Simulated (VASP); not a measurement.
# HgS (F-43m) in VASP: notebook, part 2 of 2

VASP 6.6.1. Earlier steps stand in the parts before.

**3. Relaxation of cell and atoms, PBEsol**

This run uses another cell than the first one, of 25.53 Å³/atom, 1.019 times its volume.

INCAR

```
  PREC = Accurate
  ENCUT = 600
  EDIFF = 1E-7
  ISMEAR = 0
  SIGMA = 0.03
  LREAL = False
  LASPH = True
  NELM = 80
  ALGO = Normal
  ISIF = 3
  LWAVE = False
  LCHARG = False
  GGA = PS
  IBRION = 2
  NSW = 90
  EDIFFG = -0.005
```

KPOINTS

```
regular mesh
0
Gamma
  10 10 10
```

POSCAR

```
HgS                                     
1.0
    0.0000000000      2.9445898606      2.9445898606
    2.9445898606     -0.0000000000      2.9445898606
    2.9445898606      2.9445898606     -0.0000000000
  Hg              S             
     1     1
Direct
     0.0000000000000000    0.0000000000000000    0.0000000000000000
     0.2500000000000000    0.2500000000000000    0.2500000000000000
```

Potentials or basis: VASP PAW PBE potentials, release 64 (Hg, S).

On the command line:

```console
$ cat potpaw_PBE.64/Hg/POTCAR potpaw_PBE.64/S/POTCAR > POTCAR
$ mpirun -np 1 vasp_std > vasp.out
```

OUTCAR:

```text
PREC = Accurate
   ENCUT = 600
   EDIFF = 1E-7
   ISMEAR = 0
   LREAL = False
   LASPH = True
   NELM = 80
   ISIF = 3
   GGA = PS
   IBRION = 2
   NSW = 90
   EDIFFG = -0.005

 ion  position               nearest neighbor table
   1  0.000  0.000  0.000-   2 2.55   2 2.55   2 2.55   2 2.55
   2  0.250  0.250  0.250-   1 2.55   1 2.55   1 2.55   1 2.55

  LATTYP: Found a face centered cubic cell.
 ALAT       =     5.8891797212

[... 577 lines left out ...]

  FORCE on cell =-STRESS in cart. coord.  units (eV):
  Direction    XX          YY          ZZ          XY          YZ          ZX
  --------------------------------------------------------------------------------------
  -------------------------------------------------------------------------------------
  Total       -0.0032744     -0.0032744     -0.0032744      0.0000000      0.0000000      0.0000000
  in kB       -0.1027404     -0.1027404     -0.1027404      0.0000000      0.0000000      0.0000000
  external PRESSURE =      -0.1027404 kB  Pullay stress =       0.0000000 kB

 VOLUME and BASIS-vectors are now :
 -----------------------------------------------------------------------------
  energy-cutoff  :      600.00
  volume of cell :       51.06
      direct lattice vectors                 reciprocal lattice vectors
     0.000000000  2.944589861  2.944589861    -0.169802935  0.169802935  0.169802935
     2.944589861  0.000000000  2.944589861     0.169802935 -0.169802935  0.169802935
     2.944589861  2.944589861  0.000000000     0.169802935  0.169802935 -0.169802935

 POSITION                                       TOTAL-FORCE (eV/Angst)
 -----------------------------------------------------------------------------------
      0.00000      0.00000      0.00000         0.000000      0.000000     -0.000000
      1.47229      1.47229      1.47229        -0.000000     -0.000000      0.000000
 -----------------------------------------------------------------------------------
    total drift:                                0.000000      0.000000      0.000000

  FREE ENERGIE OF THE ION-ELECTRON SYSTEM (eV)
  ---------------------------------------------------
  free  energy   TOTEN  =        -5.2783440100 eV

  energy  without entropy=       -5.2782977306  energy(sigma->0) =       -5.27832087

 reached required accuracy - stopping structural energy minimisation
```

OSZICAR:

```text
N       E                     dE             d eps       ncg     rms          rms(c)
DAV:   1     0.123883369146E+03    0.12388E+03   -0.96304E+03  1230   0.141E+03
DAV:   2     0.139884477672E+00   -0.12374E+03   -0.11715E+03  1352   0.300E+02
DAV:   3    -0.564087628263E+01   -0.57808E+01   -0.57522E+01  1502   0.653E+01
DAV:   4    -0.568969058994E+01   -0.48814E-01   -0.48801E-01  1357   0.633E+00
DAV:   5    -0.569035483206E+01   -0.66424E-03   -0.66423E-03  1502   0.731E-01    0.100E+01
DAV:   6    -0.529267374556E+01    0.39768E+00   -0.86557E-01  1828   0.150E+01    0.766E+00
DAV:   7    -0.528226371017E+01    0.10410E-01   -0.16063E-01  1262   0.343E+00    0.340E+00
DAV:   8    -0.527873221971E+01    0.35315E-02   -0.19851E-02  1342   0.209E+00    0.232E-01
DAV:   9    -0.527831621202E+01    0.41601E-03   -0.24217E-03  1427   0.848E-01    0.619E-02
DAV:  10    -0.527833642073E+01   -0.20209E-04   -0.20521E-04  1317   0.148E-01    0.648E-02
DAV:  11    -0.527833845612E+01   -0.20354E-05   -0.68109E-06  1482   0.217E-02    0.564E-02
DAV:  12    -0.527834490815E+01   -0.64520E-05   -0.16394E-05  1262   0.552E-02    0.270E-02
DAV:  13    -0.527834399551E+01    0.91264E-06   -0.58768E-06  1382   0.191E-02    0.135E-02
DAV:  14    -0.527834400999E+01   -0.14476E-07   -0.37694E-07  1297   0.620E-03
   1 F= -.52783440E+01 E0= -.52783209E+01  d E =-.527834E+01
```

CONTCAR:

```text
HgS
   1.00000000000000
     0.0000000000000000    2.9445898605999998    2.9445898605999998
     2.9445898605999998    0.0000000000000000    2.9445898605999998
     2.9445898605999998    2.9445898605999998    0.0000000000000000
  Hg              S
     1     1
Direct
     0.0000000000000000    0.0000000000000000    0.0000000000000000
     0.2500000000000000    0.2500000000000000    0.2500000000000000

  0.00000000E+00  0.00000000E+00  0.00000000E+00
  0.00000000E+00  0.00000000E+00  0.00000000E+00
```

Run time: 36 s. Hardware: 1 thread of AMD EPYC 7R13 (Zen 3), shared host; peak memory 0.19 GiB.

What came out:

| Item | Value |
| --- | --- |
| Free energy | -5.2783 eV |
| Pressure after relaxing | 0.0 GPa |
| Band gap on the k mesh | none (metal or under the smearing width) |

Final structure:
```cif
data_structure
_symmetry_space_group_name_H-M 'P 1'
_symmetry_Int_Tables_number 1
_cell_length_a 4.1643
_cell_length_b 4.1643
_cell_length_c 4.1643
_cell_angle_alpha 60.000
_cell_angle_beta 60.000
_cell_angle_gamma 60.000
_cell_volume 51.06
loop_
_atom_site_label
_atom_site_type_symbol
_atom_site_fract_x
_atom_site_fract_y
_atom_site_fract_z
_atom_site_occupancy
Hg1 Hg 0.00000 0.00000 0.00000 1
S1 S 0.25000 0.25000 0.25000 1
```

Caveat: the relaxation stopped at its first step, so nothing moved; the PAW data sets were made with another functional, which shifts forces and pressure a little. Spin-orbit coupling is left out, which matters for the levels of Hg.
